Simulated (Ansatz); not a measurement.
Runs of Ansatz 0.2.0 on AlNi3. The structure is cubic, space group Pm-3m (No. 221). Conventional cell: a = 3.523 Å, b = 3.523 Å, c = 3.523 Å, α = 90.00°, β = 90.00°, γ = 90.00°. Ni (site symmetry 4/mmm) has 8 Ni at 2.49 Å and 4 Al at 2.49 Å as nearest neighbours. Al (site symmetry m-3m) has 12 Ni at 2.49 Å as nearest neighbours. The cell is a database's computed one.

```tsv
task	level	k mesh	cutoff (eV)	atoms under strain	gap on the mesh (eV)	moment (μB)	V0 of scaled cells (Å³/atom)	B0 (GPa)
elastic constants	PBEsol	6 × 6 × 6	420	clamped	none	0.67	-	-
equation of state	r2SCAN	8 × 8 × 8	500	-	-	-	10.96	202
equation of state	LDA	8 × 8 × 8	420	-	-	-	(a)	221
phonons	PBEsol	6 × 6 × 6	420	-	none	0.67	-	-
```

Alike in all rows: potentials or basis Ansatz PAW; spin collinear, ferromagnetic start; cell as given; smearing fermi-dirac 0.05 eV.

**Question.** Fill in the values left out.

**Answer.** (a) 10.54.

Caveats: the PAW data sets come from PBE, with cores solved anew for the run's functional, which leaves a small shift of forces and pressure (some runs); elastic constants of metals need much finer meshes, so these are rough (some runs); the magnetic or orbital state may not be the lowest (some runs); the PAW data sets were made with another functional, which shifts forces and pressure a little (some runs).

A gap of «none» marks a metal or a gap under the smearing width.

Runs at the PBE level aren't shown here.
